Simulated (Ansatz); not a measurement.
# ZnAu in Ansatz: the effect of functional

ZnAu:

```
CELL_PARAMETERS angstrom
3.14700 0.00000 0.00000
0.00000 3.14700 0.00000
0.00000 0.00000 3.14700
ATOMIC_POSITIONS crystal
Au 0.00000 0.00000 0.00000
Zn 0.50000 0.50000 0.50000
```

Alike in all runs:

- Program: Ansatz 0.2.0
- Task: band structure
- Potentials or basis: Ansatz PAW
- k mesh: 5 × 5 × 5
- Occupations: fermi-dirac, width 0.05 eV
- Spin: no spin polarisation

| functional | cutoff | pressure (GPa) |
| --- | --- | --- |
| LDA | 420 eV (not typed: the program's choice for these potentials) | -6.3 |
| PBE | 420 eV (not typed: the program's choice for these potentials) | 5.5 |
| PBEsol | 420 eV (not typed: the program's choice for these potentials) | -1.8 |
| RPBE | 420 eV (not typed: the program's choice for these potentials) | 9.3 |
| revPBE | 420 eV (not typed: the program's choice for these potentials) | 8.2 |
| BLYP | 420 eV (not typed: the program's choice for these potentials) | 14.2 |
| r2SCAN | 500 eV (not typed: the program's choice for these potentials) | ? |

Q: What does the run with functional r2SCAN give?

A: Pressure 0.9 GPa.

Caveats: all runs use coarse meshes; the PAW data sets come from PBE, with cores solved anew for the run's functional, which leaves a small shift of forces and pressure (some runs).
